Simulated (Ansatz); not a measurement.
**How many bands does the GW gap of InGa3P4 (quasi-random alloy, started on the GaP lattice) (P1) need?**

Wanted: a G0W0 gap for InGa3P4 (quasi-random alloy, started on the GaP lattice) (P1) that is converged in bands and cutoff, or an estimate of the limit.

Calculated with Ansatz 0.2.0; G0W0 on LDA, plane waves, PAW.

## Step 1: Set-up

The cell holds 32 atoms: 4 In, 12 Ga and 16 P. Its edges and angles: a = 9.523 Å, b = 9.517 Å, c = 9.526 Å, α = 109.5°, β = 109.5°, γ = 109.5°. It derives from GaP.

The structure was relaxed with LDA. The runs that relaxed it are not among those shown. The default PAW set here is soft_2. Its files were made with PBE.

## Step 2: 299 empty bands, screening to 34 eV

G0W0 replaces the xc potential by the self-energy, built once from these orbitals. Only a window of levels is corrected, while the sums run over the empty bands that the input names.

File input.yaml:

```yaml
crystal:
  lattice:
    - [-5.4989512258, 5.4978496501, -5.497210026]
    - [5.4935713785, 5.4927031726, 5.4974433958]
    - [5.501156881, -5.4980830199, -5.499649051]
  atoms:
    - { symbol: In, position: [0.0019455471, 0.0010466254, 0.003578631] }
    - { symbol: Ga, position: [0.2507487198, 0.5020930122, 0.2534092236] }
    - { symbol: In, position: [0.493890456, -0.0056853245, 0.4965840549] }
    - { symbol: In, position: [0.7480790816, 0.502157747, 0.7507311251] }
    - { symbol: Ga, position: [0.7481986708, 0.2526738037, 0.0104105937] }
    - { symbol: Ga, position: [-0.0016963278, 0.7480770981, 0.254647812] }
    - { symbol: Ga, position: [0.2479029264, 0.2519149273, 0.4996794271] }
    - { symbol: Ga, position: [0.4941550815, 0.7480833008, 0.7496998741] }
    - { symbol: Ga, position: [0.5018644653, 0.5015072646, 0.0037858935] }
    - { symbol: Ga, position: [0.7483314267, -0.0025978678, 0.2462038801] }
    - { symbol: Ga, position: [0.0025758299, 0.5025341734, 0.4967718416] }
    - { symbol: Ga, position: [0.2532098929, -0.0016672968, 0.7504801692] }
    - { symbol: Ga, position: [0.2568668173, 0.7521933992, -0.0003430221] }
    - { symbol: Ga, position: [0.5016312182, 0.2519442223, 0.2456487366] }
    - { symbol: Ga, position: [0.7470586592, 0.7431295403, 0.4904895599] }
    - { symbol: In, position: [0.0062893271, 0.251644091, 0.7503202556] }
    - { symbol: P, position: [-0.0017308374, 0.2635339621, 0.0134278282] }
    - { symbol: P, position: [0.2333612526, 0.7351288435, 0.2334431759] }
    - { symbol: P, position: [0.4853294545, 0.2482120447, 0.4831380856] }
    - { symbol: P, position: [0.7353823231, 0.7533435924, 0.7350975434] }
    - { symbol: P, position: [0.7493606912, 0.5010237188, 0.0144394876] }
    - { symbol: P, position: [-0.000700144, -0.0019965854, 0.2632392118] }
    - { symbol: P, position: [0.249056584, 0.5010983673, 0.499814175] }
    - { symbol: P, position: [0.5027572883, 0.001120332, 0.7641606692] }
    - { symbol: P, position: [0.502576609, 0.7477600312, -0.0004413212] }
    - { symbol: P, position: [0.7521680945, 0.2509477108, 0.256843695] }
    - { symbol: P, position: [0.0022521813, 0.7505775797, 0.5027373685] }
    - { symbol: P, position: [0.2685054201, 0.2506350759, 0.7521252473] }
    - { symbol: P, position: [0.2630613036, 0.0008523555, -0.0001740502] }
    - { symbol: P, position: [0.4954435286, 0.4973499763, 0.2461316096] }
    - { symbol: P, position: [0.7488661191, -0.0132329678, 0.4860968863] }
    - { symbol: P, position: [0.0132583397, 0.5145972471, 0.7478223322] }
kpoints:
  mp_grid: { grid: [2, 2, 2] }
hamiltonian:
  xc: lda
scf:
  occupations: { method: fixed }
gw:
  n_empty_bands: 299
  ecut_chi: 34
  qp_bands: [v4, c4]
  qp_kpoints: band_edges
  screening: { model: contour_deformation }
```

On the command line:

```sh
$ ansatz run input.yaml --threads 3 --pin off --max-ram 92160MiB --backend cuda --events-out ev --progress --plain --runs-dir out --devices 1 --max-vram 13GiB  # rebuilt from the run's record
```

Numbers of over 12 decimals in the logs are rounded to 6 here.

Output:

```text
GPUs: using 1 of 1 available (devices: 1).
Engine: ansatz 0.2.0, x86_64-unknown-linux-gnu
Pseudopotentials: kind: paw
Pseudopotential: In, paw, valence charge 13, recommended cutoff 420 eV (normal), In.paw.azcp
Pseudopotential: Ga, paw, valence charge 13, recommended cutoff 420 eV (normal), Ga.paw.azcp
Pseudopotential: P, paw, valence charge 5, recommended cutoff 420 eV (normal), P.paw.azcp
Functional definition: SPW92
  exchange = slater_x
  correlation = pw_c
device memory: the entry about to start is reckoned to put 6.5 GiB on a device that reports 13.9 GiB free (of which the cap on the GPU budget leaves the run 13.0 GiB)
GPU FFT provider: cuFFT
GPU libraries: cuBLAS 13.8.2, cuFFT 12.4.0, cuSOLVER 12.3.4
Crystal: 32 atoms, lattice volume = 664.420 Å³
Basis set: ecut = 420 eV, 12887 PW (Γ)
Bands: 176, of which v1, the nominal top of the filled ones, is band 144 counted from 1 (143 counted from 0)
Symmetry: 1 space group operations
Space group: P1 (ITA 1), of the structure as read, at distance tolerance 8.7e-5 Å
k-points: 8
Non-local potential: In, projectors of the file, l = 0: 2, l = 1: 2, l = 2: 2, l = 3: 2
Non-local potential: Ga, projectors of the file, l = 0: 2, l = 1: 2, l = 2: 3, l = 3: 1
Non-local potential: P, projectors of the file, l = 0: 2, l = 1: 2, l = 2: 2
PAW form: soft (Blöchl's): semilocal exchange-correlation on the pseudo side does not see the compensation charge
PAW frozen core: In, regenerated for the run's functional, and the local potential with it (the file was generated under x = pbe(κ = 0.804, μ = 0.219515), c = pbe(β = 0.066725))
PAW frozen core: Ga, regenerated for the run's functional, and the local potential with it (the file was generated under x = pbe(κ = 0.804, μ = 0.219515), c = pbe(β = 0.066725))
PAW frozen core: P, regenerated for the run's functional, and the local potential with it (the file was generated under x = pbe(κ = 0.804, μ = 0.219515), c = pbe(β = 0.066725))
PAW one-centre angular grid: In, 590 points (default); XC on 64 Gauss nodes
PAW one-centre angular grid: Ga, 590 points (default); XC on 64 Gauss nodes
PAW one-centre angular grid: P, 110 points (default); XC on 64 Gauss nodes
Initial density: superposition of atomic densities (neutral atoms: chi_scale 0, normalization atom), corrected by the library's trained network
Initial wavefunctions: pseudopotential atomic-orbital guess
GPU buffer pool allocated for 262144 grid points (all kernels)
GPU transforms: local potential and band sums: pruned to the plane-wave sphere, on 64×64×64
Functional: x = slater, c = lda
SCF iter   1: F=—  HF=-77938.994965 eV  |F-HF|=—  |Δ(HF+E_count)|=         —  Δρ=7.18e-3  dr2=3.03e-1  ethr=1.77e-3  ⟨swp⟩=6.0  Hψ=4985  notcnv=0  defer=235
preconditioner: auto → Resta (q_TF=auto, 2.373 Å⁻¹)  ε∞=4.1  [insulator: Δε(μ)=1.254 eV  Ē_g=13.827 eV  n_scr=140 (ndim 8)  ℏωp=24.4 eV  f_vac=0.009  ε∞_Penn≈4.1]
SCF iter   2: F=—  HF=-77938.906820 eV  |F-HF|=—  |Δ(HF+E_count)|=   8.81e-2  Δρ=3.26e-3  dr2=6.38e-2  ethr=1.05e-4  ⟨swp⟩=2.1  Hψ=1917  notcnv=0  defer=240
SCF iter   3: F=—  HF=-77938.889366 eV  |F-HF|=—  |Δ(HF+E_count)|=   1.75e-2  Δρ=6.54e-4  dr2=2.18e-3  ethr=2.21e-5  ⟨swp⟩=3.0  Hψ=1731  notcnv=0  defer=240
SCF iter   4: F=—  HF=-77938.889105 eV  |F-HF|=—  |Δ(HF+E_count)|=   2.62e-4  Δρ=3.11e-4  dr2=6.42e-4  ethr=7.58e-7  ⟨swp⟩=2.5  Hψ=2366  notcnv=0  defer=239
SCF iter   5: F=—  HF=-77938.888765 eV  |F-HF|=—  |Δ(HF+E_count)|=   3.40e-4  Δρ=8.04e-5  dr2=5.20e-5  ethr=2.23e-7  ⟨swp⟩=2.0  Hψ=2344  notcnv=0  defer=239
SCF iter   6: F=—  HF=-77938.888775 eV  |F-HF|=—  |Δ(HF+E_count)|=   1.02e-5  Δρ=1.88e-5  dr2=2.98e-6  ethr=1.80e-8  ⟨swp⟩=2.0  Hψ=1557  notcnv=0  defer=239
SCF iter   7: F=—  HF=-77938.888775 eV  |F-HF|=—  |Δ(HF+E_count)|=   7.75e-8  Δρ=4.49e-6  dr2=1.60e-7  ethr=1.03e-9  ⟨swp⟩=2.5  Hψ=1871  notcnv=0  defer=239
SCF iter   8: F=-77938.888775 eV  HF=-77938.888775 eV  |F-HF|=1.31e-8  |Δ(HF+E_count)|=   1.66e-8  Δρ=1.49e-6  dr2=2.34e-8  ethr=3.47e-11  ⟨swp⟩=13.5  Hψ=7521  notcnv=0
SCF 1 converged in 8 iterations: F = -77938.888775 eV  dr2 = 2.34e-8
  greatest PAW one-centre occupation: 0.994 electrons in one spin orbital (limit 2), on the Ga atom at site 1 (counted from 0), in its partial waves of l = 2
device memory: the entry about to start is reckoned to put 7.2 GiB (of the 7.7 GiB reckoned in all, the device holds 0.4 GiB already) on a device that reports 12.2 GiB free
NSCF: frozen V_eff on 8 k-points
the band table was solved once the SCF had ended and its energy, with any forces and stress, was formed, with the checks that follow a solve (4909 applications of the Hamiltonian). They found nothing against the state; the energy, forces and stress were not computed again (output.eigenvalues in the input reference)
device memory: the entry about to start is reckoned to put 7.4 GiB on a device that reports 12.6 GiB free
NSCF: frozen V_eff on 8 k-points
G₀W₀ screening: q 1/8
[... further progress lines ...]
SCF converged after 8 iterations
Free energy (F): -77938.888775 eV
Harris-Foulkes:  -77938.888775 eV  (|F-HF|=1.31e-8)
Internal energy: -77938.888775 eV  (E = F + TS)
E sigma→0 (E₀):  -77938.888775 eV
Fermi energy:    7.279009 eV
--- Per-component energies (eV) ---
  E_band       = -900.893490
  E_kinetic    = 3512.359453
  E_local      = -31881.331117  (includes V_loc(G=0)·N_el)
  E_nonlocal   = 7168.591568
  E_hartree    = 14354.880762
  E_xc         = -2665.943058
  E_vxc        = -2091.225888  (∫ρ·V_xc dr)
  E_paw        = -47660.804005  (= ΣΔE_a)
  E_vpaw       = -6319.040579  (= ΣTr[D̂ρ^β])
  E_aug_tail   = -0.001297  (compensation charges beyond the density's cutoff)
  E_ewald      = -20790.398609
  E_core_change = 23.757528  (= ΣΔE_core)
  E_smearing   = -0.000000  (= −TS)
  E_closure    = 0.000000  (closes the sum)
  Σ components = -77938.888775   (vs F -77938.888775, Δ=0.00e0)
--- Band table (eV; the first three rows and the last of 8) ---
  k-point 0: bands = [... 140 lower, 6.2520, 7.2311, 7.2470, 7.2790, 8.6411, 8.6648, 8.6836, 8.7027, ... 28 higher]
  k-point 1: bands = [... 140 lower, 5.9799, 6.1039, 6.8893, 7.0491, 9.1206, 9.4213, 9.6849, 9.7501, ... 28 higher]
  k-point 2: bands = [... 140 lower, 5.9864, 6.2605, 6.9057, 7.0285, 9.1360, 9.3502, 9.6053, 9.6541, ... 28 higher]
  k-point 7: bands = [... 140 lower, 6.2174, 6.2266, 6.2737, 6.3872, 8.5913, 8.6463, 8.7418, 8.8436, ... 28 higher]
--- G₀W₀: contour deformation, 6 samples at zero and on the imaginary axis and 1 off it, 8 q-points, 299 empty bands' worth ---
  eigenvalues of the whole cell's RPA ε∞ on this k-mesh (on a slab, of 1 + 4πα/V) = 13.2490, 13.3241, 13.3942; static W/v taken at q = 0 is 0.075062
  gw.qp_kpoints: band_edges: 8 of 8 stored k-points solved, in 1 pass; an edge of the gap read off the rows below is read off those points alone
    ik  band        ε_KS         Σx   Σc(E_QP)       V_xc       Z   E_QP_lin       E_QP  E_QP is
     0   141      6.2520   -16.4761     2.1339   -14.6466  0.7624     6.5549     6.5564  root
     0   142      7.2311   -17.1289     1.8512   -15.6426  0.7692     7.5942     7.5960  root
     0   143      7.2470   -17.1289     1.8493   -15.6466  0.7692     7.6121     7.6140  root
     0   144      7.2790   -17.1311     1.8539   -15.6477  0.7691     7.6477     7.6495  root
     0   145      8.6411    -9.6431    -3.4562   -14.1880  0.7834     9.7660     9.7298  root
     0   146      8.6648    -7.6129    -3.4030   -11.7363  0.7877     9.3961     9.3851  root
     0   147      8.6836    -7.3833    -3.4031   -11.4663  0.7886     9.3730     9.3634  root
     0   148      8.7027    -7.1468    -3.3976   -11.1770  0.7890     9.3432     9.3352  root
     1   141      5.9799   -16.1089     2.1231   -14.2607  0.7601     6.2535     6.2548  root
     1   142      6.1039   -16.0745     2.0740   -14.2852  0.7616     6.3872     6.3886  root
     1   143      6.8893   -17.0098     1.9611   -15.4015  0.7674     7.2404     7.2421  root
     1   144      7.0491   -16.9813     1.9154   -15.4352  0.7678     7.4165     7.4184  root
     1   145      9.1206    -7.5812    -3.5042   -11.8848  0.7839     9.9348     9.9200  root
     1   146      9.4213    -7.6594    -3.5168   -11.9953  0.7843    10.2563    10.2404  root
     1   147      9.6849    -8.6434    -3.4911   -13.1094  0.7782    10.6865    10.6598  root
     1   148      9.7501    -8.9833    -3.4871   -13.4987  0.7774    10.8100    10.7784  root
     2   141      5.9864   -16.0883     2.0929   -14.2717  0.7608     6.2615     6.2627  root
     2   142      6.2605   -16.2739     2.1386   -14.4273  0.7613     6.5511     6.5525  root
     2   143      6.9057   -17.0010     1.9534   -15.4022  0.7675     7.2585     7.2602  root
     2   144      7.0285   -16.9858     1.9187   -15.4340  0.7679     7.3935     7.3954  root
     2   145      9.1360    -7.6122    -3.5022   -11.9202  0.7838     9.9569     9.9418  root
     2   146      9.3502    -7.6304    -3.5154   -11.9594  0.7844    10.1794    10.1638  root
     2   147      9.6053    -9.1392    -3.4407   -13.6184  0.7772    10.6761    10.6439  root
     2   148      9.6541    -9.2004    -3.4594   -13.7135  0.7766    10.7420    10.7078  root
[...]
7   141      6.2174   -16.5644     2.1826   -14.6901  0.7617     6.5242     6.5258  root
     7   142      6.2266   -16.5348     2.1739   -14.6629  0.7618     6.5270     6.5285  root
     7   143      6.2737   -16.5331     2.1613   -14.6791  0.7622     6.5794     6.5809  root
     7   144      6.3872   -16.5029     2.1421   -14.6721  0.7623     6.6970     6.6986  root
     7   145      8.5913    -9.3293    -3.3313   -13.7272  0.7837     9.6911     9.6579  root
     7   146      8.6463    -9.2341    -3.3411   -13.6375  0.7837     9.7413     9.7085  root
     7   147      8.7418    -9.3234    -3.3594   -13.7611  0.7841     9.8548     9.8201  root
     7   148      8.8436    -9.2984    -3.3795   -13.7643  0.7843     9.9658     9.9299  root
```

Elapsed: 48 s, on 1 × NVIDIA H100 80GB HBM3 (shared by 6 runs) with 3 threads of AMD EPYC 7R13 (Zen 3), shared host; peak memory 2.2 GiB.

Numbers from this step:

```
bands summed                                 : 443
RPA ε∞ on this mesh (eigenvalues)            : 13.25, 13.32, 13.39
plane waves in the screening matrix          : 321
q-points in the mesh                         : 8
G0W0 gap on the mesh                         : 1.686 eV
k of the valence top                         : 0, 0, 0
k of the conduction bottom                   : 0, 0, 0
starting gap on the mesh                     : 1.312 eV
Z at the valence top                         : 0.7691
Z at the conduction bottom                   : 0.7890
least direct G0W0 gap on the computed points : 1.686 eV
```

The gap on the mesh goes from 1.31 eV to 1.69 eV, a correction of +0.37 eV, though a band edge has moved to another state.

## Step 3: 1182 empty bands, screening to 85 eV

Bands and screening cutoff are moved together, since each hides the error of the other.

Edit input.yaml of step 2 so:

```diff
@@ -45,4 +45,4 @@
 gw:
-  n_empty_bands: 299
-  ecut_chi: 34
+  n_empty_bands: 1182
+  ecut_chi: 85.0
   qp_bands: [v4, c4]
```

Output:

```text
GPUs: using 1 of 1 available (devices: 1).
[...]
GPU FFT provider: cuFFT
GPU libraries: cuBLAS 13.8.2, cuFFT 12.4.0, cuSOLVER 12.3.4
Crystal: 32 atoms, lattice volume = 664.420 Å³
Basis set: ecut = 420 eV, 12887 PW (Γ)
Bands: 176, of which v1, the nominal top of the filled ones, is band 144 counted from 1 (143 counted from 0)
[... 1 set-up line as in the run before ...]
[...]
k-points: 8
[...]
GPU buffer pool allocated for 262144 grid points (all kernels)
[...]
SCF iter   1: F=—  HF=-77938.994965 eV  |F-HF|=—  |Δ(HF+E_count)|=         —  Δρ=7.18e-3  dr2=3.03e-1  ethr=1.77e-3  ⟨swp⟩=6.0  Hψ=4985  notcnv=0  defer=235
[...]
SCF iter   8: F=-77938.888775 eV  HF=-77938.888775 eV  |F-HF|=1.31e-8  |Δ(HF+E_count)|=   1.66e-8  Δρ=1.49e-6  dr2=2.34e-8  ethr=3.47e-11  ⟨swp⟩=13.5  Hψ=7521  notcnv=0
SCF 1 converged in 8 iterations: F = -77938.888775 eV  dr2 = 2.34e-8
[...]
NSCF: frozen V_eff on 8 k-points
[...]
G₀W₀ screening: q 1/8
[... further progress lines ...]
SCF converged after 8 iterations
Free energy (F): -77938.888775 eV
[...]
Internal energy: -77938.888775 eV  (E = F + TS)
E sigma→0 (E₀):  -77938.888775 eV
Fermi energy:    7.279009 eV
[...]
--- Band table (eV; the first three rows and the last of 8) ---
  k-point 0: bands = [... 140 lower, 6.2520, 7.2311, 7.2470, 7.2790, 8.6411, 8.6648, 8.6836, 8.7027, ... 28 higher]
  k-point 1: bands = [... 140 lower, 5.9799, 6.1039, 6.8893, 7.0491, 9.1206, 9.4213, 9.6849, 9.7501, ... 28 higher]
  k-point 2: bands = [... 140 lower, 5.9864, 6.2605, 6.9057, 7.0285, 9.1360, 9.3502, 9.6053, 9.6541, ... 28 higher]
  k-point 7: bands = [... 140 lower, 6.2174, 6.2266, 6.2737, 6.3872, 8.5913, 8.6463, 8.7418, 8.8436, ... 28 higher]
[...]
0   141      6.2520   -16.4761     1.6083   -14.6466  0.7542     6.0299     6.0308  root
     0   142      7.2311   -17.1289     1.3039   -15.6426  0.7594     7.0482     7.0487  root
     0   143      7.2470   -17.1289     1.3014   -15.6466  0.7594     7.0656     7.0660  root
     0   144      7.2790   -17.1311     1.3043   -15.6477  0.7592     7.0994     7.0999  root
     0   145      8.6411    -9.6431    -3.9153   -14.1880  0.7757     9.2783     9.2706  root
     0   146      8.6648    -7.6129    -3.7583   -11.7363  0.7836     9.0322     9.0299  root
     0   147      8.6836    -7.3833    -3.7454   -11.4663  0.7849     9.0231     9.0212  root
     0   148      8.7027    -7.1468    -3.7255   -11.1770  0.7857     9.0089     9.0074  root
[...]
7   145      8.5913    -9.3293    -3.7973   -13.7272  0.7768     9.1987     9.1919  root
     7   146      8.6463    -9.2341    -3.8129   -13.6375  0.7769     9.2433     9.2368  root
     7   147      8.7418    -9.3234    -3.8408   -13.7611  0.7773     9.3454     9.3387  root
     7   148      8.8436    -9.2984    -3.8741   -13.7643  0.7777     9.4419     9.4353  root
```

Run time: 97 s. Hardware: 1 × NVIDIA H100 80GB HBM3 (shared by 6 runs) with 3 threads; peak memory 5.5 GiB.

Numbers from this step:

| Property | Result |
| --- | --- |
| bands summed | 1326 |
| RPA ε∞ on this mesh (eigenvalues) | 12.86, 12.93, 13.00 |
| plane waves in the screening matrix | 1205 |
| q-points in the mesh | 8 |
| G0W0 gap on the mesh | 1.908 eV |
| k of the valence top | 0, 0, 0 |
| k of the conduction bottom | 0, 0, 0 |
| starting gap on the mesh | 1.312 eV |
| Z at the valence top | 0.7592 |
| Z at the conduction bottom | 0.7857 |
| least direct G0W0 gap on the computed points | 1.908 eV |

Against the run with 2×2×2 mesh, 299 empty bands, screening to 34 eV, the gap moves by +0.22 eV.

## Step 4: Convergence and cost

Times are wall times on 1 × NVIDIA H100 80GB HBM3 (shared by 6 runs) with 3 threads of AMD EPYC 7R13 (Zen 3), shared host, good to a factor of about two.

| mesh | files | frequency | bands summed | cutoff (eV) | start (eV) | G0W0 (eV) | time | host memory (GiB) |
| --- | --- | --- | --- | --- | --- | --- | --- | --- |
| 2×2×2 | default PAW | contour deformation | 443 | 34 | 1.312 | 1.686 | 48 s | 2.2 |
| 2×2×2 | default PAW | contour deformation | 1326 | 85 | 1.312 | 1.908 | 97 s | 5.5 |

The parts of the quasiparticle energy at the two band edges (eV; QP = start + Σx + Σc − Vxc):

| run | edge | start | Σx | Σc | Vxc | Z | QP |
| --- | --- | --- | --- | --- | --- | --- | --- |
| 443 bands | valence top | 7.28 | -17.13 | 1.85 | -15.65 | 0.77 | 7.65 |
| 443 bands | conduction bottom | 8.70 | -7.15 | -3.40 | -11.18 | 0.79 | 9.34 |
| 1326 bands | valence top | 7.28 | -17.13 | 1.30 | -15.65 | 0.76 | 7.10 |
| 1326 bands | conduction bottom | 8.70 | -7.15 | -3.73 | -11.18 | 0.79 | 9.01 |

 Where G0W0 reorders the edges (443 bands and 1326 bands), the two states listed lie further apart at the start than the starting gap.

## Step 5: What came out

```yaml
443_bands_34_ev: 1.686 eV
1326_bands_85_ev: 1.908 eV
mesh_and_start: 2×2×2, LDA
```

What this shows: From 443 to 1326 bands the gap moves by +0.22 eV while the time grows 2.0-fold. Σc changes by −0.55 eV at the valence top and −0.33 eV at the conduction bottom, so the levels themselves move more than the gap between them. The states at the edges change along the series or lie close to crossing, so no limit is drawn from it. The many-body steps are scalar-relativistic: spin-orbit coupling is not in them.

[Paths, hosts, dates, memory and timing lines, banners, echoed tables and standing remarks are left out of the program output.]

[Logs are printed without paths, hosts, clocks, repeated set-up lines and the standing remarks that a program may print on its own settings, such as how far it seeks lower states.]

[Runs of the session that timed out or met a known fault of the program may be left out.]

[Cells called generated may have been cut or substituted from an entry of the Crystallography Open Database or the Materials Project.]

[Hosts, paths, dates, database ids (printed as entryN), source tags and the programs' standing remarks are cut or masked in the printed files.]
